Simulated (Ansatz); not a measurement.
Ir: a run of Ansatz with trial settings.

```yaml
crystal:
  lattice:
    - [12.23845525, 0.0, 0.0]
    - [0.0, 2.23343126, 0.0]
    - [0.0, 0.0, 7.1930008]
  atoms:
    - { symbol: Ir, position: [0.25, 0.0, 0.1639884], spin: 0.75 }
    - { symbol: Ir, position: [0.75, 0.0, 0.8360116], spin: 0.75 }
basis:
  ecutwfc: 420
kpoints:
  mp_grid: { kspacing: 0.72 }
hamiltonian:
  xc: pbe
scf:
  occupations: { method: gaussian, width: 0.1 }
  lower_state_search: "off"
output:
  forces: true
  stress: true
  eigenvalues: true
  populations: true
magnetization:
  spin_polarized: true
```

Command:

```bash
ansatz run input.yaml --threads 1 --pin off --max-ram 1331MiB --backend cpu --events-out ev --progress --plain --runs-dir out
```

Output, shortened (HF is the Harris–Foulkes energy, dr2 the density residual in eV):

```text
Pseudopotential: Ir, paw, valence charge 17, recommended cutoff 420 eV (normal)
Crystal: 2 atoms, lattice volume = 196.612 Å³
Basis set: ecut = 420 eV, 3859 PW (Γ), exchange–correlation on 180×30×100 points (8 copies of the dense FFT grid, shifted against one another)
Bands: 22, of which v1, the nominal top of the filled ones, is band 17 counted from 1 (16 counted from 0)
Symmetry: 8 space group operations
Space group: Pmma (ITA 51), of the structure as read, at distance tolerance 5.8e-5 Å
k-points: 6 of 8
Initial density: superposition of atomic densities
Starting moments: Σ|m| = 1.5 μB on 2 of 2 sites
SCF iter   1: HF=-23863.850375 eV  Δρ=1.76e-2 (↑1.35e-2 ↓1.76e-2) dr2=1.11e0  dr2_m=2.53e-1  M=1.021 μB ∫|m|=1.021 μB
spin=Collinear: LDOS preconditioning applied to the charge; magnetization (m = ρ↑ − ρ↓) channel mixes plain (no charge-response kernel on spin).
SCF iter   2: HF=-23863.656192 eV  Δρ=1.27e-2 (↑1.05e-2 ↓1.27e-2) dr2=4.97e-1  dr2_m=1.64e-1  M=0.788 μB ∫|m|=0.788 μB
SCF iter   3: HF=-23863.497682 eV  Δρ=9.16e-3 (↑9.16e-3 ↓8.71e-3) dr2=2.90e-2  dr2_m=1.37e-1  M=0.444 μB ∫|m|=0.444 μB
SCF iter   4: HF=-23863.520748 eV  Δρ=7.22e-3 (↑7.22e-3 ↓6.94e-3) dr2=1.10e-2  dr2_m=8.79e-2  M=0.315 μB ∫|m|=0.316 μB
   ...
SCF iter  13: HF=-23863.564188 eV  Δρ=4.08e-6 (↑3.26e-6 ↓4.08e-6) dr2=1.64e-7  dr2_m=3.36e-9  M=-0.000 μB ∫|m|=0.000 μB
SCF iter  14: F=-23863.564188 eV  HF=-23863.564188 eV  Δρ=1.40e-6 (↑5.34e-7 ↓1.40e-6) dr2=3.26e-9  dr2_m=1.33e-9  M=-0.000 μB ∫|m|=0.000 μB
SCF iter  15: F=-23863.564188 eV  HF=-23863.564188 eV  Δρ=1.85e-7 (↑8.68e-8 ↓1.85e-7) dr2=1.43e-10  dr2_m=1.68e-11  M=-0.000 μB ∫|m|=0.000 μB
WARN: the starting moments were not kept: the SCF closed with an absolute magnetisation of 4.8e-6 μB, where they sum to 1.5 μB in size (2 sites). That is at most 0.1 of that sum. Measured as dr2_m measures the in/out step, that magnetisation stands 4.2e-12 eV from none, at or under the dr2_threshold of 1.0e-7 eV: it is no larger than a step whose dr2_m would equal this threshold. The system may hold no moment …
SCF 1 converged in 15 iterations: F = -23863.564188 eV  dr2 = 1.43e-10
SCF converged after 15 iterations
Magnetization: -0.0000 μB (17.0000 up, 17.0000 down)
Absolute magnetization: 0.0000 μB (∫|ρ↑−ρ↓|, with the PAW one-centre terms)
Per-site moments (μB) at R_I (Å): [(-1.4294e-6, 0.9212), (-1.4294e-6, 0.9212)]
Free energy (F): -23863.564188 eV
E sigma→0 (E₀):  -23863.559707 eV
Entropy (-TS):   -0.008961 eV (-4.480 meV/atom)
Fermi energy:    -1.930813 eV
--- Forces (eV/Å), atoms counted from 1 ---
  atom   1  Ir     0.00000000     0.00000000    -0.00069403
  atom   2  Ir     0.00000000     0.00000000     0.00069403
--- Stress (GPa, compression-positive) ---
       -0.016223       0.000000       0.000000
        0.000000       4.933345       0.000000
        0.000000       0.000000      -0.009889
  P = ⅓ Tr σ = 1.6357 GPa (16.357 kbar)
```

Settings here are deliberately varied, not converged. The starting moments weren't kept.